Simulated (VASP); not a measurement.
# From one sheet to two: 2H-MoS2 monolayer, part 5 of 9

Aim: relax 2H-MoS2 monolayer, place its levels against the vacuum, then find how two sheets stack and bind.

VASP 6.6.1, plane waves and PAW; the level of theory is named at each step.

So far. Step 6 (The slab in a field, field 0.1): Energy at zero smearing: -44.39623 eV.

## (7) With spin-orbit coupling

This step: r2SCAN with rVV10, spin-orbit coupling, no spin polarisation; plane waves and PAW (Mo, S) (VASP 6.6.1).

For heavy elements spin-orbit coupling shifts the highest filled levels.

File INCAR:

```
SYSTEM = MoS2
PREC = Normal
ENCUT = 350
EDIFF = 1E-06
NELM = 120
ISMEAR = 0
SIGMA = 0.03
LREAL = .FALSE.
ALGO = Normal
METAGGA = R2SCAN
LUSE_VDW = .TRUE.
IVDW_NL = 2
BPARAM = 11.95
CPARAM = 0.0093
LASPH = .TRUE.
LNONCOLLINEAR = .TRUE.
MAGMOM = 0 0 0 0 0 0 0 0 0
NBANDS = 30
GGA_COMPAT = .FALSE.
LSORBIT = .TRUE.
LMAXMIX = 4
LWAVE = .FALSE.
LCHARG = .FALSE.
KPAR = 4
IDIPOL = 3
LDIPOL = .TRUE.
DIPOL = 0.5 0.5 0.5
```

File POSCAR:

```
MoS2
1.0
    3.1738069310      0.0000000000      0.0000000000
   -1.5869034655      2.7485974289      0.0000000000
    0.0000000000      0.0000000000     22.0000000000
Mo S
1 2
Direct
    0.3333333333      0.6666666667      0.5000000000
    0.6666666667      0.3333333333      0.4291524294
    0.6666666667      0.3333333333      0.5708475706
```

File KPOINTS:

```
Automatic mesh
0
Gamma
12 12 1
0 0 0
```

File KPOINTS_OPT:

```
Line mode
14
Line-mode
Reciprocal
  0.00000000   0.00000000   0.00000000 GAMMA
  0.50000000   0.00000000   0.00000000 M

  0.50000000   0.00000000   0.00000000 M
  0.33333333   0.33333333   0.00000000 K

  0.33333333   0.33333333   0.00000000 K
  0.00000000   0.00000000   0.00000000 GAMMA
```

The projector-augmented-wave data sets are Mo and S (PBE family, release 64).

The run is started by

```console
$ mpirun -np 4 vasp_ncl
```

The program printed:

```text
[... set-up lines as in an earlier step ...]
 entering main loop
       N       E                     dE             d eps       ncg     rms          rms(c)
Total rVV10 correction in eV:      0.5468296    24.2361291
Total rVV10 correction in eV:      0.5468296    24.2361291
Total rVV10 correction in eV:      0.5468296    24.2361291
Total rVV10 correction in eV:      0.5468296    24.2361291
DAV:   1     0.920237133949E+02    0.92024E+02   -0.50998E+03  1868   0.657E+02
DAV:   2    -0.340747181454E+02   -0.12610E+03   -0.11942E+03  2792   0.172E+02
DAV:   3    -0.485630236312E+02   -0.14488E+02   -0.14309E+02  2484   0.664E+01
DAV:   4    -0.488877984230E+02   -0.32477E+00   -0.32350E+00  2284   0.118E+01
DAV:   5    -0.488966965453E+02   -0.88981E-02   -0.88956E-02  2426   0.192E+00    0.265E+01
Total rVV10 correction in eV:      0.5470908    24.2372296
Total rVV10 correction in eV:      0.5470908    24.2372296
Total rVV10 correction in eV:      0.5470908    24.2372296
Total rVV10 correction in eV:      0.5470908    24.2372296
DAV:   6    -0.447934953515E+02    0.41032E+01   -0.63801E+00  2244   0.199E+01    0.106E+01
Total rVV10 correction in eV:      0.5416063    24.2386117
Total rVV10 correction in eV:      0.5416063    24.2386117
Total rVV10 correction in eV:      0.5416063    24.2386117
Total rVV10 correction in eV:      0.5416063    24.2386117
DAV:   7    -0.445714363024E+02    0.22206E+00   -0.24729E+00  2320   0.159E+01    0.795E+00
Total rVV10 correction in eV:      0.5431752    24.2381086
Total rVV10 correction in eV:      0.5431752    24.2381086
Total rVV10 correction in eV:      0.5431752    24.2381086
Total rVV10 correction in eV:      0.5431752    24.2381086
DAV:   8    -0.443969081627E+02    0.17453E+00   -0.30834E-01  2284   0.542E+00    0.933E-01
Total rVV10 correction in eV:      0.5445628    24.2381516
Total rVV10 correction in eV:      0.5445628    24.2381516
Total rVV10 correction in eV:      0.5445628    24.2381516
Total rVV10 correction in eV:      0.5445628    24.2381516
DAV:   9    -0.444071561289E+02   -0.10248E-01   -0.41859E-02  2166   0.157E+00    0.367E-01
Total rVV10 correction in eV:      0.5454837    24.2381244
Total rVV10 correction in eV:      0.5454837    24.2381244
Total rVV10 correction in eV:      0.5454837    24.2381244
Total rVV10 correction in eV:      0.5454837    24.2381244
DAV:  10    -0.444068325557E+02    0.32357E-03   -0.12109E-03  2368   0.263E-01    0.201E-01
Total rVV10 correction in eV:      0.5467950    24.2380287
Total rVV10 correction in eV:      0.5467950    24.2380287
Total rVV10 correction in eV:      0.5467950    24.2380287
Total rVV10 correction in eV:      0.5467950    24.2380287
DAV:  11    -0.444072291609E+02   -0.39661E-03   -0.11320E-03  2048   0.221E-01    0.136E-01
Total rVV10 correction in eV:      0.5474629    24.2378745
Total rVV10 correction in eV:      0.5474629    24.2378745
Total rVV10 correction in eV:      0.5474629    24.2378745
Total rVV10 correction in eV:      0.5474629    24.2378745
DAV:  12    -0.444075096306E+02   -0.28047E-03   -0.25654E-04  2298   0.117E-01    0.746E-02
Total rVV10 correction in eV:      0.5479644    24.2377119
Total rVV10 correction in eV:      0.5479644    24.2377119
Total rVV10 correction in eV:      0.5479644    24.2377119
Total rVV10 correction in eV:      0.5479644    24.2377119
DAV:  13    -0.444077539343E+02   -0.24430E-03   -0.94837E-05  2058   0.563E-02    0.560E-02
Total rVV10 correction in eV:      0.5491899    24.2372792
Total rVV10 correction in eV:      0.5491899    24.2372792
Total rVV10 correction in eV:      0.5491899    24.2372792
Total rVV10 correction in eV:      0.5491899    24.2372792
DAV:  14    -0.444084826072E+02   -0.72867E-03   -0.43192E-04  2016   0.124E-01    0.338E-02
Total rVV10 correction in eV:      0.5494122    24.2370915
Total rVV10 correction in eV:      0.5494122    24.2370915
Total rVV10 correction in eV:      0.5494122    24.2370915
Total rVV10 correction in eV:      0.5494122    24.2370915
DAV:  15    -0.444088080866E+02   -0.32548E-03   -0.25475E-05  2250   0.433E-02    0.167E-02
Total rVV10 correction in eV:      0.5498107    24.2366655
Total rVV10 correction in eV:      0.5498107    24.2366655
Total rVV10 correction in eV:      0.5498107    24.2366655
Total rVV10 correction in eV:      0.5498107    24.2366655
DAV:  16    -0.444095773728E+02   -0.76929E-03   -0.99203E-05  2272   0.651E-02    0.168E-02
Total rVV10 correction in eV:      0.5499182    24.2364830
Total rVV10 correction in eV:      0.5499182    24.2364830
Total rVV10 correction in eV:      0.5499182    24.2364830
Total rVV10 correction in eV:      0.5499182    24.2364830
DAV:  17    -0.444098002141E+02   -0.22284E-03   -0.53777E-05  2320   0.548E-02    0.739E-03
Total rVV10 correction in eV:      0.5498607    24.2363032
Total rVV10 correction in eV:      0.5498607    24.2363032
Total rVV10 correction in eV:      0.5498607    24.2363032
Total rVV10 correction in eV:      0.5498607    24.2363032
DAV:  18    -0.444099582960E+02   -0.15808E-03   -0.30868E-05  2248   0.469E-02    0.732E-03
Total rVV10 correction in eV:      0.5498019    24.2361965
Total rVV10 correction in eV:      0.5498019    24.2361965
Total rVV10 correction in eV:      0.5498019    24.2361965
Total rVV10 correction in eV:      0.5498019    24.2361965
DAV:  19    -0.444100179430E+02   -0.59647E-04   -0.27390E-05  2214   0.560E-02    0.198E-03
Total rVV10 correction in eV:      0.5497824    24.2361652
Total rVV10 correction in eV:      0.5497824    24.2361652
Total rVV10 correction in eV:      0.5497824    24.2361652
Total rVV10 correction in eV:      0.5497824    24.2361652
DAV:  20    -0.444100367774E+02   -0.18834E-04   -0.11608E-05  2094   0.412E-02    0.227E-03
Total rVV10 correction in eV:      0.5497670    24.2361347
Total rVV10 correction in eV:      0.5497670    24.2361347
Total rVV10 correction in eV:      0.5497670    24.2361347
Total rVV10 correction in eV:      0.5497670    24.2361347
DAV:  21    -0.444100424633E+02   -0.56859E-05   -0.10289E-05  2092   0.364E-02    0.664E-04
Total rVV10 correction in eV:      0.5497603    24.2361221
Total rVV10 correction in eV:      0.5497603    24.2361221
Total rVV10 correction in eV:      0.5497603    24.2361221
Total rVV10 correction in eV:      0.5497603    24.2361221
DAV:  22    -0.444100478215E+02   -0.53582E-05   -0.20885E-05  2124   0.487E-02    0.877E-04
Total rVV10 correction in eV:      0.5497599    24.2361209
Total rVV10 correction in eV:      0.5497599    24.2361209
Total rVV10 correction in eV:      0.5497599    24.2361209
Total rVV10 correction in eV:      0.5497599    24.2361209
DAV:  23    -0.444100481691E+02   -0.34755E-06   -0.72204E-06  1968   0.313E-02
Total rVV10 correction in eV:      0.5497593    24.2361210
Total rVV10 correction in eV:      0.5497593    24.2361210
Total rVV10 correction in eV:      0.5497593    24.2361210
Total rVV10 correction in eV:      0.5497593    24.2361210
Total rVV10 correction in eV:      0.5497600    24.2361209
Total rVV10 correction in eV:      0.5497600    24.2361209
Total rVV10 correction in eV:      0.5497600    24.2361209
Total rVV10 correction in eV:      0.5497600    24.2361209
   1 F= -.44410048E+02 E0= -.44410048E+02  d E =-.121774E-18  mag=     0.0000    -0.0000     0.0000
 Start KPOINTS_OPT (optional k-point list driver)
k-point batch [1-31\42]
       N       E                     dE             ncg
DAV:   1    -0.320006986575E+03   -0.13646E+05     1900
DAV:   2    -0.426150190127E+04   -0.39415E+04     2826
DAV:   3    -0.464730381639E+04   -0.38580E+03     2372
DAV:   4    -0.465472846822E+04   -0.74247E+01     2308
DAV:   5    -0.465490592422E+04   -0.17746E+00     2314
DAV:   6    -0.465491263399E+04   -0.67098E-02     2418
DAV:   7    -0.465491289906E+04   -0.26507E-03     2386
DAV:   8    -0.465491291114E+04   -0.12080E-04     2280
DAV:   9    -0.465491291174E+04   -0.60359E-06     1524
k-point batch [32-42\42]
       N       E                     dE             ncg
DAV:   1     0.113366675414E+05   -0.24528E+04      660
DAV:   2     0.100577983433E+05   -0.12789E+04      990
DAV:   3     0.989800079403E+04   -0.15980E+03      888
DAV:   4     0.989421270627E+04   -0.37881E+01      784
DAV:   5     0.989410534440E+04   -0.10736E+00      818
DAV:   6     0.989410085807E+04   -0.44863E-02      868
DAV:   7     0.989410074899E+04   -0.10909E-03      834
DAV:   8     0.989410074456E+04   -0.44281E-05      760
DAV:   9     0.989410074433E+04   -0.22347E-06      582
```

It took 7 min on 4 MPI ranks of AMD EPYC 7R43, shared host; peak memory 2.1 GiB.

From OUTCAR (step 7):

```text
   k-points           NKPTS =     31   k-points in BZ     NKDIM =     31   number of bands    NBANDS=     30

   NELECT =      18.0000    total number of electrons

 dipolmoment           0.000000      0.000000     -0.000000 electrons x Angstroem

 E-fermi :  -2.8110

 k-point     1 :       0.0000    0.0000    0.0000
  band No.  band energies     occupation
    ...
     14      -4.6849      1.00000
     15      -4.6010      1.00000
     16      -4.6010      1.00000
     17      -3.0546      1.00000
     18      -3.0546      1.00000
     19      -0.1010      0.00000
     20      -0.1010      0.00000
     21      -0.0225      0.00000
     22      -0.0225      0.00000
     23       0.1757      0.00000
    ...

  Total       -0.0130876     -0.0130876     -0.0241739      0.0000000      0.0000000     -0.0000000
  in kB       -0.1092587     -0.1092587     -0.2018105      0.0000000      0.0000000     -0.0000000
  external PRESSURE =      -0.1401093 kB  Pullay stress =       0.0000000 kB

 POSITION                                       TOTAL-FORCE (eV/Angst)
 -----------------------------------------------------------------------------------
     -0.00000      1.83240     11.00000        -0.000000      0.000000      0.000000
      1.58690      0.91620      9.44135        -0.000000     -0.000000     -0.009603
      1.58690      0.91620     12.55865         0.000000     -0.000000      0.009603
 -----------------------------------------------------------------------------------
    total drift:                               -0.000002      0.000001      0.000000

  FREE ENERGIE OF THE ION-ELECTRON SYSTEM (eV)
  ---------------------------------------------------
  free  energy   TOTEN  =       -44.4100481691 eV

  energy  without entropy=      -44.4100481691  energy(sigma->0) =      -44.41004817

 vacuum level on the upper side and lower side of the slab         3.104         3.104

 Spin-Orbit-Coupling matrix elements
 Ion:    1  E_soc:     -0.0259280
 Ion:    2  E_soc:     -0.0021008
 Ion:    3  E_soc:     -0.0021008

[... 6 parts as in an earlier step ...]

[... 9 further parts left out ...]
```

This step gave:

```
free energy (TOTEN)               : -44.41 eV
Fermi energy                      : -2.811 eV
least gap on mesh and path        : 1.726 eV
least direct gap on mesh and path : 1.726 eV
dipole moment                     : 0, 0, 0 e·Å
```

On-site spin-orbit energy by atom:

```csv
atom,on-site spin-orbit energy (eV)
Mo1,-0.0259
S2,-0.0021
S3,-0.0021
```

The electronic bands at the labelled points (eV, zero at the valence-band top; v1 is the highest filled band, c1 the lowest empty one):

```csv
point,v4,v3,v2,v1,c1,c2,c3,c4
Γ,-1.61,-1.61,-0.07,-0.07,2.89,2.89,2.96,2.96
0.54 of the way,-1.54,-1.54,-0.90,-0.90,2.29,2.29,2.42,2.42
M,-1.11,-1.11,-0.73,-0.73,2.30,2.30,2.85,2.85
0.54 of the way,-2.09,-2.09,-0.43,-0.31,2.13,2.18,3.13,3.28
K,-2.37,-2.35,-0.15,0.00,1.73,1.73,3.19,3.22
0.46 of the way,-1.27,-1.24,-0.95,-0.86,2.00,2.08,2.58,2.61
Γ,-1.61,-1.61,-0.07,-0.07,2.89,2.89,2.96,2.96
```

On this path the gap is direct, 1.73 eV, with the valence top at K and the conduction bottom at K.

(Continued in part 6 of 9.)

[Lines on the potential files, build, host, timing and source positions are cut from VASP's logs without a mark.]

[Logs are printed without paths, hosts, clocks, repeated set-up lines and the standing remarks that a program may print on its own settings, such as how far it seeks lower states.]

[Hosts, paths, dates, database ids (printed as entryN), source tags and the programs' standing remarks are cut or masked in the printed files.]

[Runs that stopped without an error message from VASP are left out.]
